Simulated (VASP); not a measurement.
The system is MoSe2.

```
CELL_PARAMETERS angstrom
3.27675 0.00000 0.00000
-1.63837 2.83775 0.00000
0.00000 0.00000 14.67022
ATOMIC_POSITIONS crystal
Mo 0.33333 0.66667 0.25000
Mo 0.66667 0.33333 0.75000
Se 0.33333 0.66667 0.63766
Se 0.66667 0.33333 0.13766
Se 0.33333 0.66667 0.86234
Se 0.66667 0.33333 0.36234
```

The cell isn't the ideal one: a relaxed cell with its volume scaled by 0.96.

```yaml
Program: VASP 6.6.1
Task: relaxation of shape and atoms at fixed volume
Functional: PBE
Potentials_or_basis: VASP PAW PBE potentials, release 64 (Mo_sv, Se)
Cutoff: 600 eV
k_mesh: 9 × 9 × 2
Occupations: gaussian, width 0.03 eV
Spin: no spin polarisation
```

At the start: pressure 4.7 GPa; volume 22.74 Å³/atom.

Question: Where does the relaxation end?

Answer: Over 8 steps the energy falls by 12.8 meV/atom; space group P6_3/mmc (No. 194, to 0.05 Å).

The path:
```
step  energy change (eV)  largest force (eV/Å)  pressure (GPa)
   1              0.0000                0.6506            4.69
   2             -0.0417                0.0609            2.26
   3             -0.0417                0.0503            2.21
   4             -0.0634                0.0410            1.47
   5             -0.0768                0.0287            0.32
   6             -0.0768                0.0283            0.28
   7             -0.0768                0.0234            0.06
   8             -0.0769                0.0007            0.16
```

Final structure:
```
CELL_PARAMETERS angstrom
3.32052 0.00000 0.00000
-1.66026 2.87566 0.00000
0.00000 0.00000 14.28597
ATOMIC_POSITIONS crystal
Mo 0.33333 0.66667 0.25000
Mo 0.66667 0.33333 0.75000
Se 0.33333 0.66667 0.63307
Se 0.66667 0.33333 0.13307
Se 0.33333 0.66667 0.86693
Se 0.66667 0.33333 0.36693
```

Caveat: this functional lacks dispersion, which binds the layers, so the pressure and a relaxed spacing across them are unreliable.
